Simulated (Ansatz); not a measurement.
# Al(111) with 4 layers of random Al-Pd, 2x2: scattering by chemical disorder

How strongly does chemical disorder scatter in Al(111) with 4 layers of random Al-Pd, 2x2?

Program: Ansatz 0.2.0. Level of theory: Ansatz plane-wave DFT, PBE, PAW files; ballistic transport by layer matching (Landauer), zero bias; PAW set soft_1. Results are calculated unless marked as measured.

Most raw output is cut from this account.

**1. The structure**

The cell holds 40 atoms: 38 Al and 2 Pd. Its edges and angles: a = 5.725 Å, b = 5.725 Å, c = 23.429 Å, α = 93.5°, β = 86.5°, γ = 120.0°. It derives from Al. Regions: lead, 24 atoms (24 Al); scattering region, 16 atoms (14 Al and 2 Pd). The structure is stacked along c, and the current runs across the ab planes.

**2. With 4 alloy layers**

In 4 layers a share of 0.125 of the sites is given to Pd at random. The layers about the cell's end stay perfect and serve as the lead. Energies from -0.05 to 0.05 eV in steps of 0.05 eV are too few for the program's thermal sum, so it prints no conductance; for a metal the transmission near the Fermi level serves, at a fraction of the cost.

The input, input.yaml:

```yaml
crystal:
  lattice:
    - [5.7246940741, 0.0, 0.0]
    - [-2.862347037, 4.957730497, 0.0]
    - [1.4311735185, -0.8262884162, 23.3709656917]
  atoms:
    - { symbol: Al, position: [0.9916666667, 0.0083333333, 0.05] }
    - { symbol: Al, position: [0.9916666667, 0.5083333333, 0.05] }
    - { symbol: Al, position: [0.4916666667, 0.0083333333, 0.05] }
    - { symbol: Al, position: [0.4916666667, 0.5083333333, 0.05] }
    - { symbol: Al, position: [0.1416666667, 0.3583333333, 0.15] }
    - { symbol: Al, position: [0.1416666667, 0.8583333333, 0.15] }
    - { symbol: Al, position: [0.6416666667, 0.3583333333, 0.15] }
    - { symbol: Al, position: [0.6416666667, 0.8583333333, 0.15] }
[... 28 atom lines left out ...]
    - { symbol: Al, position: [0.8416666667, 0.1583333333, 0.95] }
    - { symbol: Al, position: [0.8416666667, 0.6583333333, 0.95] }
    - { symbol: Al, position: [0.3416666667, 0.1583333333, 0.95] }
    - { symbol: Al, position: [0.3416666667, 0.6583333333, 0.95] }
kpoints:
  mp_grid: { grid: [5, 5, 1] }
hamiltonian:
  xc: pbe
  pseudopotentials: { kind: paw, azcp: { folder: soft_1 } }
scf:
  occupations: { method: fermi_dirac, width: 0.1 }
output:
  transmission:
    leads: [[0, 4]]
    kmesh: [10, 10]
    e_range: [-0.05, 0.05]
    de: 0.05
  write_potential: true
  write_density: true
  volumetric_format: npy
```

Started as:

```sh
$ ansatz run input.yaml --threads 4 --pin off --max-ram 15360MiB --backend cpu --events-out ev --progress --plain --runs-dir out
```

Run time: 4 min. Hardware: 4 threads of Arm Neoverse V1, shared host; peak memory 2.1 GiB; 13 min of CPU time.

Numbers from this step:

| Quantity | Value |
| --- | --- |
| free energy | -34373.8456 eV |
| energy at zero smearing | -34373.5594 eV |
| Fermi energy | 8.425 eV |
| cell area | 28.38 Å² |
| transmission per spin nearest the Fermi level | 3.283 |
| open channels per spin nearest the Fermi level | 5.41 |
| step of the lead's potential | 30 meV |

Per spin. Transmission, zone mean against energy, zero at the Fermi level:

```csv
energy (eV),"transmission, zone mean"
-0.0500,3.20
0.0000,3.28
0.0500,3.32
```

Per spin. The open channels, zone mean, lead by energy, zero at the Fermi level:

```csv
energy (eV),"open channels, zone mean, lead"
-0.0500,5.29
0.0000,5.41
0.0500,5.59
```

Transmission over k1 and k2. At 0.0000 eV from the Fermi level.

Values, 10 rows by 10 columns:
```
3.57 3.83 3.71 3.35 3.34 3.73 3.29 2.83 2.88 2.55
2.78 3.71 2.60 3.83 3.80 3.80 3.52 3.37 2.89 2.88
3.04 3.35 3.83 3.35 3.05 3.13 3.68 3.47 3.37 2.83
3.44 3.34 3.80 3.05 2.91 2.56 2.86 3.68 3.52 3.29
3.22 3.73 3.80 3.13 2.56 3.45 2.56 3.13 3.80 3.73
3.44 3.29 3.52 3.68 2.86 2.56 2.91 3.05 3.80 3.34
3.04 2.83 3.37 3.47 3.68 3.13 3.05 3.35 3.83 3.35
2.78 2.88 2.89 3.37 3.52 3.80 3.80 3.83 2.60 3.71
3.57 2.55 2.88 2.83 3.29 3.73 3.34 3.35 3.71 3.83
2.59 3.57 2.78 3.04 3.44 3.22 3.44 3.04 2.78 3.57
```
Columns: k1 (b1) from -0.5 to 0.4; rows upwards: k2 (b2) from -0.5 to 0.4.

Open channels over k1 and k2. At 0.0000 eV from the Fermi level.

Ten even steps from '0' (3.00) to '9' (7.00):
```
5775775020
2759957222
2599999520
5799779975
2759797957
5579977997
2025999995
2222759957
5020577577
2522525225
```
Columns: k1 (b1) from -0.5 to 0.4; rows upwards: k2 (b2) from -0.5 to 0.4.

Over the solved energies the transmission per spin lies between 3.20 and 3.32, out of 5.43 channels of the lead on average (up to 5.59). The log calls the step of a lead's potential too much.

**3. With 8 alloy layers**

In 8 layers a share of 0.125 of the sites is given to Pd at random. A fresh draw is used; the growth of the resistance with length is what counts.

System of this step: Al(111) with 8 layers of random Al-Pd, 2x2. The cell holds 56 atoms: 52 Al and 4 Pd. Its edges and angles: a = 5.725 Å, b = 5.725 Å, c = 32.761 Å, α = 87.5°, β = 92.5°, γ = 120.0°. It derives from Al. Regions: lead, 24 atoms (24 Al); scattering region, 32 atoms (28 Al and 4 Pd). The structure is stacked along c, and the current runs across the ab planes.

The input, input.yaml:

```yaml
crystal:
  lattice:
    - [5.7246940741, 0.0, 0.0]
    - [-2.862347037, 4.957730497, 0.0]
    - [-1.4311735185, 0.8262884162, 32.7193519684]
  atoms:
    - { symbol: Al, position: [0.005952381, 0.994047619, 0.0357142857] }
    - { symbol: Al, position: [0.005952381, 0.494047619, 0.0357142857] }
    - { symbol: Al, position: [0.505952381, 0.994047619, 0.0357142857] }
    - { symbol: Al, position: [0.505952381, 0.494047619, 0.0357142857] }
    - { symbol: Al, position: [0.1845238095, 0.3154761905, 0.1071428571] }
    - { symbol: Al, position: [0.1845238095, 0.8154761905, 0.1071428571] }
    - { symbol: Al, position: [0.6845238095, 0.3154761905, 0.1071428571] }
    - { symbol: Al, position: [0.6845238095, 0.8154761905, 0.1071428571] }
[... 44 atom lines left out ...]
    - { symbol: Al, position: [0.3273809524, 0.1726190476, 0.9642857143] }
    - { symbol: Al, position: [0.3273809524, 0.6726190476, 0.9642857143] }
    - { symbol: Al, position: [0.8273809524, 0.1726190476, 0.9642857143] }
    - { symbol: Al, position: [0.8273809524, 0.6726190476, 0.9642857143] }
kpoints:
  mp_grid: { grid: [5, 5, 1] }
hamiltonian:
  xc: pbe
  pseudopotentials: { kind: paw, azcp: { folder: soft_1 } }
scf:
  occupations: { method: fermi_dirac, width: 0.1 }
output:
  transmission:
    leads: [[0, 4]]
    kmesh: [10, 10]
    e_range: [-0.05, 0.05]
    de: 0.05
  write_potential: true
  write_density: true
  volumetric_format: npy
```

The job ended after 6.4 min (4 threads; peak memory 3.3 GiB).

Numbers from this step:

| Quantity | Value |
| --- | --- |
| free energy | -55848.0626 eV |
| energy at zero smearing | -55847.6966 eV |
| Fermi energy | 8.670 eV |
| transmission per spin nearest the Fermi level | 2.490 |
| open channels per spin nearest the Fermi level | 5.59 |
| step of the lead's potential | 10.8 meV |

Per spin. The transmission, zone mean by energy, zero at the Fermi level:

```csv
energy (eV),"transmission, zone mean"
-0.0500,2.45
0.0000,2.49
0.0500,2.50
```

Over the solved energies the transmission per spin lies between 2.45 and 2.50, out of 5.47 channels of the lead on average (up to 5.59).

**4. With 12 alloy layers**

In 12 layers a share of 0.125 of the sites is given to Pd at random. A fresh draw is used; the growth of the resistance with length is what counts.

System of this step: Al(111) with 12 layers of random Al-Pd, 2x2. The cell holds 72 atoms: 66 Al and 6 Pd. Cell: a = 5.725 Å, b = 5.725 Å, c = 42.068 Å, α = 90.0°, β = 90.0°, γ = 120.0°. It derives from Al. Regions: lead, 24 atoms (24 Al); scattering region, 48 atoms (42 Al and 6 Pd). The structure is stacked along c, and the current runs across the ab planes.

The input, input.yaml:

```yaml
crystal:
  lattice:
    - [5.7246940741, 0.0, 0.0]
    - [-2.862347037, 4.957730497, 0.0]
    - [0.0, 0.0, 42.0677382451]
  atoms:
    - { symbol: Al, position: [0.0, 0.0, 0.0277777778] }
    - { symbol: Al, position: [0.0, 0.5, 0.0277777778] }
    - { symbol: Al, position: [0.5, 0.0, 0.0277777778] }
    - { symbol: Al, position: [0.5, 0.5, 0.0277777778] }
    - { symbol: Al, position: [0.1666666667, 0.3333333333, 0.0833333333] }
    - { symbol: Al, position: [0.1666666667, 0.8333333333, 0.0833333333] }
    - { symbol: Al, position: [0.6666666667, 0.3333333333, 0.0833333333] }
    - { symbol: Al, position: [0.6666666667, 0.8333333333, 0.0833333333] }
[... 60 atom lines left out ...]
    - { symbol: Al, position: [0.3333333333, 0.1666666667, 0.9722222222] }
    - { symbol: Al, position: [0.3333333333, 0.6666666667, 0.9722222222] }
    - { symbol: Al, position: [0.8333333333, 0.1666666667, 0.9722222222] }
    - { symbol: Al, position: [0.8333333333, 0.6666666667, 0.9722222222] }
kpoints:
  mp_grid: { grid: [5, 5, 1] }
hamiltonian:
  xc: pbe
  pseudopotentials: { kind: paw, azcp: { folder: soft_1 } }
scf:
  occupations: { method: fermi_dirac, width: 0.1 }
output:
  transmission:
    leads: [[0, 4]]
    kmesh: [10, 10]
    e_range: [-0.05, 0.05]
    de: 0.05
  write_potential: true
  write_density: true
  volumetric_format: npy
```

The job ended after 14 min (4 threads; peak memory 6 GiB).

This step gave:

```
free energy                                   : -77321.4289 eV
energy at zero smearing                       : -77320.8979 eV
Fermi energy                                  : 8.766 eV
transmission per spin nearest the Fermi level : 2.177
step of the lead's potential                  : 14.2 meV
```

Per spin. Transmission, zone mean against energy, zero at the Fermi level:

```csv
energy (eV),"transmission, zone mean"
-0.0500,2.09
0.0000,2.18
0.0500,2.24
```

Over the solved energies the transmission per spin lies between 2.09 and 2.24, out of 5.49 channels of the lead on average (up to 5.59).

**5. Resistance against length**

This step: Ansatz plane-wave DFT, PBE, PAW files; ballistic transport by layer matching (Landauer), zero bias; residual resistivity from the slope of the area resistance, atoms on the host's lattice; PAW set soft_1 (Ansatz 0.2.0).

This step gave:

```
resistivity           : 30.62 µΩ cm
intercept             : 0.1854 fΩ m²
scatter about the fit : 0.03514 fΩ m²
```

Resistance, by row:

```csv
run,length (Å),T,channels N,RA (fΩ m²)
n4,9.348,3.266,5.43,0.4468
n8,18.7,2.479,5.47,0.8077
n12,28.05,2.172,5.49,1.019
```

The area resistance by length of the alloy:

```csv
length of the alloy (Å),area resistance (fΩ m²)
9.35,0.447
18.70,0.808
28.05,1.02
```

The area resistance goes from 0.45 to 1.0 fΩ m² between 9.3 and 28.0 Å, a slope of 31 µΩ cm.

By hand from the end points: (1.019 − 0.4468) fΩ m² / (28.05 − 9.35) Å = 31 µΩ cm, since 1 fΩ m² per Å is 1000 µΩ cm.

**6. What came out**

| Item | Value |
| --- | --- |
| resistivity from the slope | 30.6 µΩ cm |
| area resistance over 9.35 Å | 0.447 fΩ m² |
| area resistance over 18.7 Å | 0.808 fΩ m² |
| area resistance over 28.0 Å | 1.02 fΩ m² |

**Reading.** The slope gives 31 µΩ cm. The points scatter by 0.035 fΩ m² about the line, with one random draw a length in a 2x2 cell, so the slope is a rough value. The lead's own channel count moves between the runs (5.43, 5.47 and 5.49), which shifts RA and the slope too. Read with a model of isotropic scattering on a spherical Fermi surface and the lead's 1.5×10¹⁵ S/m², this slope means a mean free path near 17 Å; over these lengths the model's slope is within 3 % of its bulk resistivity. The draw over the shortest length came out nearly ordered, with 8 symmetry operations, so that point is a poor sample of a random alloy. The atoms sit on the host's lattice, so scattering by size misfit is left out. A lead's potential steps by up to 30 meV from period to period, which the log calls too much, so longer leads could move the result.

[Logs are printed without paths, hosts, clocks, repeated set-up lines and the standing remarks that a program may print on its own settings, such as how far it seeks lower states.]

[Hosts, paths, dates, database ids (printed as entryN), source tags and the programs' standing remarks are cut or masked in the printed files.]
